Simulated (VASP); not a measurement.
# SrTiO₃ in VASP 6.6.1, single-point calculation

INCAR

```
PREC = Accurate
ISIF = 2
NSW = 0
LMAXMIX = 4
LCHARG = .FALSE.
LDAUTYPE = 2
LDAUU = 0 4.0 0
ISMEAR = -1
LWAVE = .FALSE.
GGA = PE
EDIFF = 1E-7
IBRION = -1
LREAL = .FALSE.
NELM = 120
LDAUJ = 0 0 0
LDAU = .TRUE.
ENCUT = 520
LDAUL = -1 2 -1
SIGMA = 0.02
NBANDS = 28
LASPH = .TRUE.
```

KPOINTS

```
KPOINTS created by Atomic Simulation Environment
0
Gamma
6 6 6
0 0 0
```

POSCAR

```
Sr Ti O
 1.0000000000000000
     3.8287144715000001    0.0000000000000000    0.0000000000000000
     0.0000000000000000    3.8287144715000001    0.0000000000000000
     0.0000000000000000    0.0000000000000000    3.8287144715000001
 Sr  Ti  O
   1   1   3
Cartesian
  0.0000000000000000  0.0000000000000000  0.0000000000000000
  1.9143572357499998  1.9143572357499998  1.9143572357499998
  1.9143572357499998  1.9143572357499998  0.0000000000000000
  1.9143572357499998  0.0000000000000000  1.9143572357499998
  0.0000000000000000  1.9143572357499998  1.9143572357499998
```

The recommended PBE PAW datasets give the neutral cell 40 valence electrons.

Command

```
mpirun -np 1 vasp_std
```

OSZICAR

```
N       E                     dE             d eps       ncg     rms          rms(c)
DAV:   1     0.453124232283E+03    0.45312E+03   -0.21646E+04  1120   0.161E+03
DAV:   2    -0.546281203948E+01   -0.45859E+03   -0.43898E+03  1320   0.453E+02
DAV:   3    -0.458623214046E+02   -0.40400E+02   -0.40146E+02  1500   0.134E+02
DAV:   4    -0.478940173327E+02   -0.20317E+01   -0.20266E+01  1676   0.248E+01
DAV:   5    -0.479496072656E+02   -0.55590E-01   -0.55554E-01  1520   0.367E+00    0.294E+01
DAV:   6    -0.366866392308E+02    0.11263E+02   -0.51622E+01  1596   0.681E+01    0.167E+01
DAV:   7    -0.369790425572E+02   -0.29240E+00   -0.53459E+00  1420   0.139E+01    0.114E+01
DAV:   8    -0.370597629809E+02   -0.80720E-01   -0.13561E+00  1356   0.979E+00    0.342E+00
DAV:   9    -0.370051102453E+02    0.54653E-01   -0.18739E-01  1408   0.399E+00    0.907E-01
DAV:  10    -0.370033850896E+02    0.17252E-02   -0.99630E-02  1488   0.243E+00    0.360E-01
DAV:  11    -0.370017592508E+02    0.16258E-02   -0.11222E-02  1260   0.708E-01    0.154E-01
DAV:  12    -0.370016993738E+02    0.59877E-04   -0.56724E-04  1428   0.235E-01    0.908E-02
DAV:  13    -0.370017078346E+02   -0.84608E-05   -0.23983E-04  1424   0.111E-01    0.142E-02
DAV:  14    -0.370017118845E+02   -0.40500E-05   -0.25782E-05  1640   0.411E-02    0.118E-02
DAV:  15    -0.370017127759E+02   -0.89138E-06   -0.46339E-06  1380   0.190E-02    0.291E-03
DAV:  16    -0.370017127210E+02    0.54908E-07   -0.94563E-07  1440   0.105E-02
   1 F= -.37001713E+02 E0= -.37001713E+02  d E =-.886768E-13
```

From OUTCAR

```
k-points           NKPTS =     20   k-points in BZ     NKDIM =     20   number of bands    NBANDS=     28

   NELECT =      40.0000    total number of electrons

   dimension x,y,z NGX =    28 NGY =   28 NGZ =   28
   dimension x,y,z NGXF=    56 NGYF=   56 NGZF=   56

  energy-cutoff  :      520.00
  volume of cell :       56.13
      direct lattice vectors                 reciprocal lattice vectors
     3.828714472  0.000000000  0.000000000     0.261184271  0.000000000  0.000000000
     0.000000000  3.828714472  0.000000000     0.000000000  0.261184271  0.000000000
     0.000000000  0.000000000  3.828714472     0.000000000  0.000000000  0.261184271

 k-points in reciprocal lattice and weights: KPOINTS created by Atomic Simulation Env
   0.00000000  0.00000000  0.00000000       0.005
   0.16666667  0.00000000  0.00000000       0.028
   0.33333333  0.00000000  0.00000000       0.028
   0.50000000  0.00000000  0.00000000       0.014
   0.16666667  0.16666667  0.00000000       0.056
   0.33333333  0.16666667  0.00000000       0.111
   0.50000000  0.16666667  0.00000000       0.056
   0.33333333  0.33333333  0.00000000       0.056
   ...

 E-fermi :   5.3240

 k-point     1 :       0.0000    0.0000    0.0000
  band No.  band energies     occupation
      1     -52.3990      2.00000
      2     -28.6390      2.00000
      3     -28.6390      2.00000
      4     -28.6390      2.00000
      5     -27.8148      2.00000
      6     -12.9159      2.00000
      7     -11.8158      2.00000
      8     -11.8158      2.00000
      9      -9.8339      2.00000
     10      -9.8339      2.00000
     11      -9.8339      2.00000
     12       1.8238      2.00000
     13       1.8238      2.00000
     14       1.8238      2.00000
     15       3.5102      2.00000
     16       3.5102      2.00000
     17       3.5102      2.00000
     18       4.4171      2.00000
     19       4.4171      2.00000
     20       4.4171      2.00000
     21       7.3061      0.00000
     22       7.3061      0.00000
     23       7.3061      0.00000
     24       9.5280      0.00000
     25       9.5280      0.00000
     26      10.2488      0.00000
     27      10.2488      0.00000
     28      11.5067      0.00000

 k-point     2 :       0.1667    0.0000    0.0000
  band No.  band energies     occupation
      1     -52.3985      2.00000
      2     -28.6656      2.00000
      3     -28.6381      2.00000
      4     -28.6381      2.00000
      5     -27.8009      2.00000
      6     -12.9373      2.00000
      7     -11.8085      2.00000
      8     -11.8033      2.00000
      9      -9.8187      2.00000
     10      -9.8187      2.00000
     11      -9.6363      2.00000
     12       1.4538      2.00000
     13       1.7995      2.00000
     14       1.7995      2.00000
     15       3.1869      2.00000
     16       3.1869      2.00000
     17       3.2493      2.00000
     18       3.6367      2.00000
     19       4.2667      2.00000
     20       4.2667      2.00000
     21       7.3630      0.00000
     22       7.8957      0.00000
     23       7.8957      0.00000
     24       9.5496      0.00000
     25      10.2834      0.00000
     26      10.7458      0.00000
     27      10.7526      0.00000
     28      12.1742      0.00000

 ...

  Total        7.8478253      7.8478253      7.8478253     -0.0000000     -0.0000000      0.0000000
  in kB      224.0273125    224.0273125    224.0273125     -0.0000000     -0.0000000      0.0000000
  external PRESSURE =     224.0273125 kB  Pullay stress =       0.0000000 kB

 POSITION                                       TOTAL-FORCE (eV/Angst)
 -----------------------------------------------------------------------------------
      0.00000      0.00000      0.00000         0.000000      0.000000      0.000000
      1.91436      1.91436      1.91436         0.000000      0.000000      0.000000
      1.91436      1.91436      0.00000         0.000000      0.000000      0.000000
      1.91436      0.00000      1.91436         0.000000      0.000000      0.000000
      0.00000      1.91436      1.91436         0.000000      0.000000      0.000000
 -----------------------------------------------------------------------------------
    total drift:                                0.000000      0.000000      0.000000

  FREE ENERGIE OF THE ION-ELECTRON SYSTEM (eV)
  ---------------------------------------------------
  free  energy   TOTEN  =       -37.0017127210 eV

  energy  without entropy=      -37.0017127210  energy(sigma->0) =      -37.00171272
```

It converged. Results: gap between bands v and c on the k mesh 2.51 eV; least direct gap on the k mesh 2.89 eV; pressure 22.4 GPa. Band v is the last that the valence electrons fill when counted band by band, and c is the next.

For comparison, a separate PBE run of the intended cell, on usual settings and not on those above, gives a gap of 1.96 eV on its mesh and a pressure of 17.8 GPa.

The run above took about 35 s on one core of a shared host (Intel Xeon Platinum 8488C) and held 0.18 GiB at most.
